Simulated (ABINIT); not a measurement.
# BaTiO3 (Barioperovskite) (Amm2) in ABINIT: reference runs

Aim: a first look at BaTiO3 (Barioperovskite) with PBE, on the cell as given.

Everything below comes from runs of ABINIT 10.8.3 (patched build). Logs are shortened: lines on timing, memory, paths and dates and some standing lists are left out, and cuts for length are marked. The log counts tension as positive stress, the text compression.

## 1. The structure

Symmetry: Amm2, No. 38, orthorhombic system. Conventional cell: a = 3.986 Å, b = 5.674 Å, c = 5.690 Å, α = 90.00°, β = 90.00°, γ = 90.00°. Ba (site symmetry mm2) has 12 O at 2.77 to 2.92 Å as nearest neighbours. Around Ti (site symmetry mm2) lie 6 O at 1.93 to 2.09 Å. O (site symmetry m) has 2 Ti at 1.93 to 2.09 Å as nearest neighbours. Around O (site symmetry mm2) lie 2 Ti at 2.00 Å.

## 2. Single point, PBE

File run.abi:

```
# Pseudopotentials
pp_dirpath "./"
pseudos "Ba.GGA_PBE-JTH.xml, Ti.GGA_PBE-JTH.xml, O.GGA_PBE-JTH.xml"

# Structure
acell 3.9855 4.0178203211 4.0178203211 Angstrom
rprim
     1.0000000000     0.0000000000     0.0000000000
     0.0000000000     0.7060793598     0.7081327119
     0.0000000000    -0.7060793598     0.7081327119
ntypat 3
znucl 56 22 8
natom 5
typat 1 2 3 3 3
xcart
     0.0000000000     0.0000000000     0.0000000000
     3.7657517348     0.0000000000     5.5098928297
     3.7657517348     2.6086451033     8.0491318867
     3.7657517348    -2.6086451033     8.0491318867
     0.0000000000     0.0000000000     5.2410651155
chkprim 0
chksymtnons 0
tolsym 1.0e-6

# Plane-wave basis
ecut 23.0
pawecutdg 45.0
pawxcdev 0

# k points
kptopt 1
ngkpt 7 7 7
nshiftk 1
shiftk 0.0 0.0 0.0

# Exchange and correlation
ixc 11

# Bands and occupations
nband 24
occopt 3
tsmear 0.00183747

# SCF cycle
nstep 100
tolvrs 1.0e-9

# Output
iomode 3
prtwf 0
prtden 0
prteig 0
prtebands 0
enunit 1
```

Potentials or basis: JTH PAW PBE v2.0.

Command:

```
$ abinit run.abi > log 2>&1
```

run.abo:

```text
.Version 10.8.3 of ABINIT
 Symmetries : space group Am m 2 (# 38); Bravais oC (1-face-center ortho.)
================================================================================
 Values of the parameters that define the memory need of the present run
     intxc =       0    ionmov =       0      iscf =      17    lmnmax =      18
     lnmax =       6     mgfft =      36  mpssoang =       3    mqgrid =    3001
     natom =       5  nloc_mem =       2    nspden =       1   nspinor =       1
    nsppol =       1      nsym =       4    n1xccc =       1    ntypat =       3
    occopt =       3   xclevel =       2
       mpw =        2304          nfft =       46656          nkpt =          64
 PAW method is used; the additional fine FFT grid is defined by:
   mgfftf=        48    nfftf =    110592
================================================================================
================================================================================

--------------------------------------------------------------------------------
------------- Echo of variables that govern the present computation ------------
--------------------------------------------------------------------------------
 -outvars: echo values of preprocessed input variables --------
            acell      7.5315034748E+00  7.5925800300E+00  7.5925800300E+00 Bohr
              amu      1.37327000E+02  4.78800000E+01  1.59994000E+01
          chkprim           0
      chksymtnons           0
             ecut      2.30000000E+01 Hartree
           enunit           1
                       outvar_i_n : Printing only first  50 k-points.
              ixc          11
                       outvar_i_n : Printing only first  50 k-points.
         kptrlatt        7    0    0      0    7    0      0    0    7
          kptrlen      5.27205243E+01
            natom           5
            nband          24
            ngfft          36      36      36
          ngfftdg          48      48      48
             nkpt          64
            nstep         100
             nsym           4
           ntypat           3
                       prtocc : prtvol=0, do not print more k-points.
           occopt           3
        pawecutdg      4.50000000E+01 Hartree
         pawxcdev           0
           prtden           0
        prtebands           0
           prteig           0
            prtwf           0
            rprim      1.0000000000E+00  0.0000000000E+00  0.0000000000E+00
                       0.0000000000E+00  7.0607935980E-01  7.0813271190E-01
                       0.0000000000E+00 -7.0607935980E-01  7.0813271190E-01
          spgroup          38
           tolsym      1.00000000E-06
           tolvrs      1.00000000E-09
           tsmear      1.83747000E-03 Hartree
            typat      1  2  3  3  3
           useylm           1
                       outvars : Printing only first  50 k-points.
           xangst      0.0000000000E+00  0.0000000000E+00  0.0000000000E+00
                       1.9927500000E+00 -4.8845871076E-17  2.9157097180E+00
                       1.9927500000E+00  1.3804355391E+00  4.2594171591E+00
                       1.9927500000E+00 -1.3804355391E+00  4.2594171591E+00
                       0.0000000000E+00 -6.2076538080E-17  2.7734522181E+00
            xcart      0.0000000000E+00  0.0000000000E+00  0.0000000000E+00
                       3.7657517374E+00 -9.2305318716E-17  5.5098928297E+00
                       3.7657517374E+00  2.6086451033E+00  8.0491318867E+00
                       3.7657517374E+00 -2.6086451033E+00  8.0491318867E+00
                       0.0000000000E+00 -1.1730765582E-16  5.2410651155E+00
             xred      0.0000000000E+00  0.0000000000E+00  0.0000000000E+00
                       5.0000000000E-01  5.1239999967E-01  5.1239999967E-01
                       5.0000000000E-01  9.9183999934E-01  5.0523999969E-01
                       5.0000000000E-01  5.0523999969E-01  9.9183999934E-01
                       0.0000000000E+00  4.8739999968E-01  4.8739999968E-01
            znucl       56.00000   22.00000    8.00000

================================================================================

 chkinp: Checking input parameters for consistency.

================================================================================
== DATASET  1 ==================================================================

--- !DatasetInfo
iteration_state: {dtset: 1, }
dimensions: {natom: 5, nkpt: 64, mband: 24, nsppol: 1, nspinor: 1, nspden: 1, mpw: 2304, }
cutoff_energies: {ecut:  23.0, pawecutdg:  45.0, }
electrons: {nelect:   4.00000000E+01, charge:   0.00000000E+00, occopt:   3.00000000E+00, tsmear:   1.83747000E-03, }
meta: {optdriver: 0, ionmov: 0, optcell: 0, iscf: 17, paral_kgb: 0, }
...

 Exchange-correlation functional for the present dataset will be:
  GGA: Perdew-Burke-Ernzerhof functional - ixc=11
  J.P.Perdew, K.Burke, M.Ernzerhof, PRL 77, 3865 (1996)

 Real(R)+Recip(G) space primitive vectors, cartesian coordinates (Bohr,Bohr^-1):
 R(1)=  7.5315035  0.0000000  0.0000000  G(1)=  0.1327756  0.0000000  0.0000000
 R(2)=  0.0000000  5.3609640  5.3765543  G(2)=  0.0000000  0.0932668  0.0929964
 R(3)=  0.0000000 -5.3609640  5.3765543  G(3)=  0.0000000 -0.0932668  0.0929964
 Unit cell volume ucvol=  4.3416880E+02 bohr^3
 Angles (23,13,12)=  8.98336200E+01  9.00000000E+01  9.00000000E+01 degrees
[... 76 lines left out ...]
- [  0.0000000,   5.3609640,   5.3765543, ]
- [  0.0000000,  -5.3609640,   5.3765543, ]
lattice_lengths: [   7.53150,    7.59258,    7.59258, ]
lattice_angles: [ 89.834,  90.000,  90.000, ] # degrees, (23, 13, 12)
lattice_volume:   4.3416880E+02
convergence: {deltae:  4.329E-11, res2:  3.499E-10, residm:  5.423E-05, diffor: null, }
etotal    :  -1.33259121E+02
entropy   :   0.00000000E+00
fermie    :   1.87003254E-01
cartesian_stress_tensor: # hartree/bohr^3
- [ -1.22538686E-04,   0.00000000E+00,   0.00000000E+00, ]
- [  0.00000000E+00,  -1.27000684E-04,   0.00000000E+00, ]
- [  0.00000000E+00,   0.00000000E+00,  -1.05373155E-04, ]
pressure_GPa:   3.4806E+00
xred      :
- [  0.0000E+00,   0.0000E+00,   0.0000E+00, Ba]
- [  5.0000E-01,   5.1240E-01,   5.1240E-01, Ti]
- [  5.0000E-01,   9.9184E-01,   5.0524E-01,  O]
- [  5.0000E-01,   5.0524E-01,   9.9184E-01,  O]
- [  0.0000E+00,   4.8740E-01,   4.8740E-01,  O]
cartesian_forces: # hartree/bohr
- [ -0.00000000E+00,  -9.92643741E-20,   3.01556598E-03, ]
- [ -0.00000000E+00,  -2.85004523E-20,   3.03218873E-03, ]
- [ -0.00000000E+00,   2.15526954E-04,  -5.15610129E-03, ]
- [ -0.00000000E+00,  -2.15526954E-04,  -5.15610129E-03, ]
- [ -0.00000000E+00,  -1.53636963E-20,   4.26444787E-03, ]
force_length_stats: {min:   3.01556598E-03, max:   5.16060388E-03, mean:   4.12668207E-03, }
...

 Integrated electronic density in atomic spheres:
 ------------------------------------------------
 Atom  Sphere_radius  Integrated_density
    1        2.31519          6.54652665
    2        2.30803         10.27459780
    3        1.41465          4.55542729
    4        1.41465          4.55542729
    5        1.41465          4.56432053

================================================================================

 ----iterations are completed or convergence reached----

 Mean square residual over all n,k,spin=   12.057E-08; max=  54.232E-06
 reduced coordinates (array xred) for    5 atoms
       0.000000000000      0.000000000000      0.000000000000
       0.500000000000      0.512399999668      0.512399999668
       0.500000000000      0.991839999341      0.505239999690
       0.500000000000      0.505239999690      0.991839999341
       0.000000000000      0.487399999682      0.487399999682
 rms dE/dt=  1.8598E-02; max dE/dt=  2.8753E-02; dE/dt below (all hartree)
    1       0.000000000000     -0.016337694860     -0.016337694860
    2       0.000000000000     -0.016427067948     -0.016427067948
    3       0.000000000000      0.026442285592      0.028753150095
    4       0.000000000000      0.028753150095      0.026442285592
    5       0.000000000000     -0.023052376128     -0.023052376128

 cartesian coordinates (angstrom) at end:
    1      0.00000000000000     0.00000000000000     0.00000000000000
    2      1.99275000000000    -0.00000000000000     2.91570971801703
    3      1.99275000000000     1.38043553906356     4.25941715910467
    4      1.99275000000000    -1.38043553906356     4.25941715910467
    5      0.00000000000000    -0.00000000000000     2.77345221809976

 cartesian forces (hartree/bohr) at end:
    1     -0.00000000000000    -0.00000000000000     0.00301556598242
    2     -0.00000000000000    -0.00000000000000     0.00303218872683
    3     -0.00000000000000     0.00021552695400    -0.00515610128977
    4     -0.00000000000000    -0.00021552695400    -0.00515610128977
    5     -0.00000000000000    -0.00000000000000     0.00426444787028
 frms,max,avg= 2.4459080E-03 5.1561013E-03   0.000E+00  0.000E+00  2.313E-05 h/b

 cartesian forces (eV/Angstrom) at end:
    1     -0.00000000000000    -0.00000000000000     0.15506663753257
    2     -0.00000000000000    -0.00000000000000     0.15592141341788
    3     -0.00000000000000     0.01108284157917    -0.26513738861698
    4     -0.00000000000000    -0.01108284157917    -0.26513738861698
    5     -0.00000000000000    -0.00000000000000     0.21928672628350
 frms,max,avg= 1.2577364E-01 2.6513739E-01   0.000E+00  0.000E+00  1.189E-03 e/A
 length scales=  7.531503474805  7.592580029986  7.592580029986 bohr
              =  3.985500000000  4.017820321100  4.017820321100 angstroms
 Fermi (or HOMO) energy (eV) =   5.08862   Average Vxc (eV)= -11.30788
 Eigenvalues (   eV  ) for nkpt=  64  k points:
 kpt#   1, nband= 24, wtk=  0.00292, kpt=  0.0000  0.0000  0.0000 (reduced coord)
 -52.38505  -28.61969  -28.61831  -28.60299  -20.68286  -12.74962  -12.08490  -12.06916
  -5.86299   -5.85730   -5.84142    1.84853    1.85076    1.85133    2.92854    2.98479
   3.03982    3.78254    3.88602    3.93036    6.00026    6.06328    6.21966    8.18917
 prteigrs : prtvol=0 or 1, do not print more k-points.

--- !EnergyTerms
iteration_state     : {dtset: 1, }
comment             : Components of total free energy in Hartree
kinetic             :  3.97004012697626E+01
hartree             :  2.94581063446101E+01
xc                  : -2.18717598260349E+01
Ewald energy        : -1.03458783776449E+02
psp_core            :  9.30123218575888E+00
local_psp           : -9.02682424579687E+01
PAW spherical_terms :  3.87992645130151E+00
internal            : -1.33259119809020E+02
'-kT*entropy'       : -1.44647682409235E-11
total_energy        : -1.33259119809034E+02
total_energy_eV     : -3.62616537992309E+03
...

--- !EnergyTermsDC
iteration_state     : {dtset: 1, }
comment             : '"Double-counting" decomposition of free energy'
band_energy         : -1.42988331889626E+01
Ewald energy        : -1.03458783776449E+02
psp_core            :  9.30123218575888E+00
xc_dc               : -2.77458854116830E+01
PAW spherical_terms :  2.94314911555422E+00
internal            : -1.33259121075782E+02
'-kT*entropy'       : -1.44647682409235E-11
total_energy_dc     : -1.33259121075796E+02
total_energy_dc_eV  : -3.62616541439344E+03
...

--- !EnergyTermsWithPAWCore
iteration_state     : {dtset: 1, }
comment             : 'Components of total free energy, including PAW core contributions'
Total energy        : -9.21556022607435E+03
Total energy DC     : -9.21556022734112E+03
Total energy (eV)   : -2.50768168784809E+05
Total energy DC (eV): -2.50768168819280E+05
...

 Cartesian components of stress tensor (hartree/bohr^3)
  sigma(1 1)= -1.22538686E-04  sigma(3 2)=  0.00000000E+00
  sigma(2 2)= -1.27000684E-04  sigma(3 1)=  0.00000000E+00
  sigma(3 3)= -1.05373155E-04  sigma(2 1)=  0.00000000E+00

-Cartesian components of stress tensor (GPa)         [Pressure=  3.4806E+00 GPa]
- sigma(1 1)= -3.60521263E+00  sigma(3 2)=  0.00000000E+00
- sigma(2 2)= -3.73648912E+00  sigma(3 1)=  0.00000000E+00
- sigma(3 3)= -3.10018526E+00  sigma(2 1)=  0.00000000E+00

== END DATASET(S) ==============================================================
================================================================================

 -outvars: echo values of variables after computation  --------
            acell      7.5315034748E+00  7.5925800300E+00  7.5925800300E+00 Bohr
           etotal     -1.3325912108E+02
            fcart     -0.0000000000E+00 -9.9264374111E-20  3.0155659824E-03
                      -0.0000000000E+00 -2.8500452297E-20  3.0321887268E-03
                      -0.0000000000E+00  2.1552695400E-04 -5.1561012898E-03
                      -0.0000000000E+00 -2.1552695400E-04 -5.1561012898E-03
                      -0.0000000000E+00 -1.5363696303E-20  4.2644478703E-03
            rprim      1.0000000000E+00  0.0000000000E+00  0.0000000000E+00
                       0.0000000000E+00  7.0607935980E-01  7.0813271190E-01
                       0.0000000000E+00 -7.0607935980E-01  7.0813271190E-01
           strten     -1.2253868649E-04 -1.2700068376E-04 -1.0537315529E-04
                       0.0000000000E+00  0.0000000000E+00  0.0000000000E+00
           xangst      0.0000000000E+00  0.0000000000E+00  0.0000000000E+00
                       1.9927500000E+00 -4.8845871076E-17  2.9157097180E+00
                       1.9927500000E+00  1.3804355391E+00  4.2594171591E+00
                       1.9927500000E+00 -1.3804355391E+00  4.2594171591E+00
                       0.0000000000E+00 -6.2076538080E-17  2.7734522181E+00
             xred      0.0000000000E+00  0.0000000000E+00  0.0000000000E+00
                       5.0000000000E-01  5.1239999967E-01  5.1239999967E-01
                       5.0000000000E-01  9.9183999934E-01  5.0523999969E-01
                       5.0000000000E-01  5.0523999969E-01  9.9183999934E-01
                       0.0000000000E+00  4.8739999968E-01  4.8739999968E-01
 Calculation completed.
```

Run time: 2.3 min. Hardware: 1 thread of Arm Neoverse V2, shared host; peak memory 0.21 GiB.

Results:

| Item | Value |
| --- | --- |
| Free energy | -3626.1654 eV |
| Pressure | 3.5 GPa |
| Largest force | 0.265 eV/Å |
| Band gap on the k mesh | 1.94 eV, indirect (least direct gap 2.07 eV) |

Forces in eV/Å, atoms in the order of the input:
```
Ba   0.000  0.000  0.155
Ti   0.000  0.000  0.156
O    0.000  0.011 -0.265
O    0.000 -0.011 -0.265
O    0.000  0.000  0.219
```

Levels at points of the mesh, in eV from the valence-band top:
```tsv
k point	band 18	band 19	band 20	band 21	band 22	band 23
(0.00, 0.00, 0.00)	-0.28	-0.17	-0.13	1.94	2.00	2.16
```

Caveat: this set's barium file shifts pressures by 1.5 GPa and gaps by 0.1 eV against other sets; spin-orbit coupling is left out, which moves the levels of the heavy elements; an odd mesh through Γ misses points on the zone boundary, where band edges often lie; the atomic spheres overlap. A hybrid or GW would open this gap; PBE tends to underestimate it.
